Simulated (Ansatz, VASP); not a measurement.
## Two plane-wave programs on Au

File INCAR:

```
SYSTEM = Au
  PREC = Accurate
  ENCUT = 600
  EDIFF = 1E-7
  ISMEAR = 0
  SIGMA = 0.1
  LREAL = .False.
  LASPH = .True.
  NELM = 100
  ALGO = Normal
  ISIF = 3
  LWAVE = .False.
  LCHARG = .False.
  IBRION = 2
  NSW = 100
  EDIFFG = -0.002
```

KPOINTS

```
regular mesh
0
Gamma
  14 14 14
  0 0 0
```

Contents of POSCAR:

```
Au
1.0
    0.0000000000      2.0585000000      2.0585000000
    2.0585000000      0.0000000000      2.0585000000
    2.0585000000      2.0585000000      0.0000000000
Au
1
Direct
    0.0000000000      0.0000000000      0.0000000000
```

Input for Ansatz:

```yaml
crystal:
  lattice:
    - [0.0, 2.0585, 2.0585]
    - [2.0585, 0.0, 2.0585]
    - [2.0585, 2.0585, 0.0]
  atoms:
    - { symbol: Au, position: [0.0, 0.0, 0.0] }
basis:
  ecutwfc: 420
kpoints:
  mp_grid: { grid: [14, 14, 14] }
hamiltonian:
  xc: lda
  pseudopotentials: { kind: paw, azcp: { folder: soft_1 } }
scf:
  occupations: { method: gaussian, width: 0.1 }
output:
  forces: true
  stress: true
  eigenvalues: true
  write_density: true
  write_potential: true
  elf: true
  volumetric_format: npy
relax:
  adjacent_minimum: "off"
  f_tol: 0.002
  max_steps: 80
  cell: { stress_tol: 0.02 }
```

Alike in both runs: task relaxation of cell and atoms; functional LDA; k mesh 14 × 14 × 14; occupations gaussian, width 0.1 eV; no spin polarisation.

|  | VASP | Ansatz |
| --- | --- | --- |
| version | VASP 6.6.1 | Ansatz 0.2.0 |
| potentials or method | VASP PAW LDA potentials, release 64 (Au) | scalar-relativistic, plane waves, PAW |
| plane-wave cutoff (eV) | 600 | 420 |
| valence electrons in the cell | 11 | 19 |

VASP gave:

- gap on the k mesh at the Fermi level, each at its own relaxed structure (eV): none
- relaxed volume (Å³/atom): 16.63
- relaxed cell length with the largest relative difference (Å): 2.865
- energy change over the relaxation (meV/atom): -22

Problem. Estimate Ansatz's values.

Solution. gap on the k mesh at the Fermi level, each at its own relaxed structure (eV): none; relaxed volume (Å³/atom): 16.58; relaxed cell length with the largest relative difference (Å): 2.862; energy change over the relaxation (meV/atom): -25.

A gap of «none» marks a metal or a gap that the smearing closes. The two sets of potentials don't hold the same shells in valence. Ansatz warned: «pseudo_functional_mismatch».

The runs have no spin-orbit coupling, so splittings on Au are missing. LDA usually gives volumes a few per cent too small. Zero-point motion and thermal expansion aren't in these numbers.
